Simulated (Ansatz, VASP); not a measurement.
**GaAs: VASP beside Ansatz**

```xyz
2
Lattice="0.0000 2.8362 2.8362 2.8362 0.0000 2.8362 2.8362 2.8362 0.0000" Properties=species:S:1:pos:R:3 pbc="T T T"
Ga    0.0000    0.0000    0.0000
As    4.2544    4.2544    4.2544
```

Alike in both runs: task single point; functional PBE; k mesh 10 × 10 × 10; occupations gaussian, width 0.05 eV; no spin polarisation.

```csv
,VASP,Ansatz
version,VASP 6.6.1,Ansatz 0.2.0
potentials or method,"VASP PAW PBE potentials, release 64 (Ga_d, As)","scalar-relativistic, plane waves, PAW"
plane-wave cutoff (eV),520,420
valence electrons in the cell,18,28
```

|  | VASP | Ansatz | Ansatz less VASP |
| --- | --- | --- | --- |
| gap on the k mesh at the Fermi level (eV) | 0.45 | 0.44 | -0.004 |
| least direct gap on the mesh (eV) | 0.45 | 0.44 | -0.004 |
| pressure (GPa) | 2.7 | 2.5 | -0.17 |

The functional is the same, so the differences come from potentials, cutoffs and numerics. The two sets of potentials don't hold the same shells in valence.
